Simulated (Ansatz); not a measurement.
# MoS2: the cost of one run

Computed with Ansatz 0.2.0 (DFT PBE, scalar-relativistic, plane waves, PAW, unless a step's input says otherwise).

**1. The structure to begin with**

Symmetry: R3m, No. 160, trigonal system. The conventional cell has a = 3.160 Å, b = 3.160 Å, c = 18.450 Å, α = 90.00°, β = 90.00°, γ = 120.00°. Mo (site symmetry 3m) has 6 S at 2.39 Å as nearest neighbours. Around S (site symmetry 3m) lie 3 Mo at 2.39 Å.

Structure file:

```
Mo S
1.0
     6.32000    0.00000    0.00000
     0.00000   10.94656    0.00000
    -1.58000   -0.91221   12.30000
Mo S
16 32
Direct
  0.00000 0.00000 0.00000
  0.50000 0.00000 0.00000
  0.25000 0.25000 0.00000
  0.37500 0.12500 0.50000
  0.75000 0.25000 0.00000
  0.87500 0.12500 0.50000
  0.50000 0.50000 0.00000
  0.62500 0.37500 0.50000
  0.00000 0.50000 0.00000
  0.12500 0.37500 0.50000
  0.75000 0.75000 0.00000
  0.87500 0.62500 0.50000
  0.25000 0.75000 0.00000
  0.37500 0.62500 0.50000
  0.12500 0.87500 0.50000
  0.62500 0.87500 0.50000
  0.09375 0.03125 0.37500
  0.59375 0.03125 0.37500
  0.34375 0.28125 0.37500
  0.46875 0.15625 0.87500
  0.84375 0.28125 0.37500
  0.96875 0.15625 0.87500
  0.59375 0.53125 0.37500
  0.71875 0.40625 0.87500
  0.09375 0.53125 0.37500
  0.21875 0.40625 0.87500
  0.84375 0.78125 0.37500
  0.96875 0.65625 0.87500
  0.34375 0.78125 0.37500
  0.46875 0.65625 0.87500
  0.21875 0.90625 0.87500
  0.71875 0.90625 0.87500
  0.15637 0.05212 0.62550
  0.65638 0.05212 0.62550
  0.40637 0.30212 0.62550
  0.53138 0.17713 0.12550
  0.90638 0.30212 0.62550
  0.03137 0.17713 0.12550
  0.65638 0.55212 0.62550
  0.78138 0.42712 0.12550
  0.15637 0.55212 0.62550
  0.28137 0.42712 0.12550
  0.90638 0.80212 0.62550
  0.03137 0.67712 0.12550
  0.40637 0.80212 0.62550
  0.53137 0.67712 0.12550
  0.28137 0.92712 0.12550
  0.78137 0.92712 0.12550
```

The runs take a perfect supercell of 48 atoms; the defect goes to fractional position (1.000, 0.167, 0.750).

**2. The perfect supercell**

Input file input.yaml:

```yaml
crystal:
  lattice:
    - [6.32, -1.0e-06, 0.0]
    - [0.0, 10.94656, 0.0]
    - [-1.58, -0.912213, 12.3]
  atoms:
    - { symbol: Mo, position: [0.0, 0.0, 0.0] }
    - { symbol: Mo, position: [0.5, 0.0, 0.0] }
    - { symbol: Mo, position: [0.25, 0.25, 0.0] }
    - { symbol: Mo, position: [0.375, 0.125, 0.5] }
    - { symbol: Mo, position: [0.75, 0.25, 0.0] }
    - { symbol: Mo, position: [0.875, 0.125, 0.5] }
    - { symbol: Mo, position: [0.5, 0.5, 0.0] }
    - { symbol: Mo, position: [0.625, 0.375, 0.5] }
    - { symbol: Mo, position: [0.0, 0.5, 0.0] }
    - { symbol: Mo, position: [0.125, 0.375, 0.5] }
    - { symbol: Mo, position: [0.75, 0.75, 0.0] }
    - { symbol: Mo, position: [0.875, 0.625, 0.5] }
    - { symbol: Mo, position: [0.25, 0.75, 0.0] }
    - { symbol: Mo, position: [0.375, 0.625, 0.5] }
    - { symbol: Mo, position: [0.125, 0.875, 0.5] }
    - { symbol: Mo, position: [0.625, 0.875, 0.5] }
    - { symbol: S, position: [0.09375, 0.03125, 0.375] }
    - { symbol: S, position: [0.59375, 0.03125, 0.375] }
    - { symbol: S, position: [0.34375, 0.28125, 0.375] }
    - { symbol: S, position: [0.46875, 0.15625, 0.875] }
    - { symbol: S, position: [0.84375, 0.28125, 0.375] }
    - { symbol: S, position: [0.96875, 0.15625, 0.875] }
    - { symbol: S, position: [0.59375, 0.53125, 0.375] }
    - { symbol: S, position: [0.71875, 0.40625, 0.875] }
    - { symbol: S, position: [0.09375, 0.53125, 0.375] }
    - { symbol: S, position: [0.21875, 0.40625, 0.875] }
    - { symbol: S, position: [0.84375, 0.78125, 0.375] }
    - { symbol: S, position: [0.96875, 0.65625, 0.875] }
    - { symbol: S, position: [0.34375, 0.78125, 0.375] }
    - { symbol: S, position: [0.46875, 0.65625, 0.875] }
    - { symbol: S, position: [0.21875, 0.90625, 0.875] }
    - { symbol: S, position: [0.71875, 0.90625, 0.875] }
    - { symbol: S, position: [0.156375, 0.052125, 0.6255] }
    - { symbol: S, position: [0.656375, 0.052125, 0.6255] }
    - { symbol: S, position: [0.406375, 0.302125, 0.6255] }
    - { symbol: S, position: [0.531375, 0.177125, 0.1255] }
    - { symbol: S, position: [0.906375, 0.302125, 0.6255] }
    - { symbol: S, position: [0.031375, 0.177125, 0.1255] }
    - { symbol: S, position: [0.656375, 0.552125, 0.6255] }
    - { symbol: S, position: [0.781375, 0.427125, 0.1255] }
    - { symbol: S, position: [0.156375, 0.552125, 0.6255] }
    - { symbol: S, position: [0.281375, 0.427125, 0.1255] }
    - { symbol: S, position: [0.906375, 0.802125, 0.6255] }
    - { symbol: S, position: [0.031375, 0.677125, 0.1255] }
    - { symbol: S, position: [0.406375, 0.802125, 0.6255] }
    - { symbol: S, position: [0.531375, 0.677125, 0.1255] }
    - { symbol: S, position: [0.281375, 0.927125, 0.1255] }
    - { symbol: S, position: [0.781375, 0.927125, 0.1255] }
basis:
  ecutwfc: 420
  fft_grid_basis: typed
kpoints:
  mp_grid: { grid: [2, 1, 1] }
hamiltonian:
  xc: pbe
  pseudopotentials: { kind: paw }
scf:
  occupations: { method: gaussian, width: 0.05 }
output:
  forces: true
  stress: false
  eigenvalues: true
  bader: false
  write_density: true
  volumetric_format: npy
```

Command:

```sh
$ ansatz run input.yaml --threads 4 --pin off --max-ram 10240MiB --backend cpu --events-out ev --progress --plain --runs-dir out
```

What time and memory should one allow on 4 threads of Arm Neoverse V2, shared host?

About 5.8 s, with a peak of 2.2 GiB.
